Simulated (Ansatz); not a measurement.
The system is Sc.

```
CELL_PARAMETERS angstrom
3.30900 0.00000 0.00000
-1.65450 2.86568 0.00000
0.00000 0.00000 5.27330
ATOMIC_POSITIONS crystal
Sc 0.66667 0.33333 0.75000
Sc 0.33333 0.66667 0.25000
```

Base run:

| Item | Value |
| --- | --- |
| Program | Ansatz 0.2.0 |
| Functional | PBE |
| Potentials or basis | all-electron LAPW, scalar-relativistic |
| Cutoff | 167 eV (chosen from the basis error) |
| Basis error allowed | 0.001 eV/atom |
| k mesh | 9 × 9 × 5 |
| Occupations | gaussian, width 0.1 eV |
| Spin | no spin polarisation |

Its results: band gap on the k mesh none (metal or under the smearing width); pressure -0.7 GPa.

Problem. The run is repeated on the same cell with these changes: functional from PBE to RPBE; occupations from gaussian, width 0.1 eV to gaussian, width 0.05 eV. What comes out?

Solution. Band gap on the k mesh none (metal or under the smearing width); pressure 1.3 GPa.
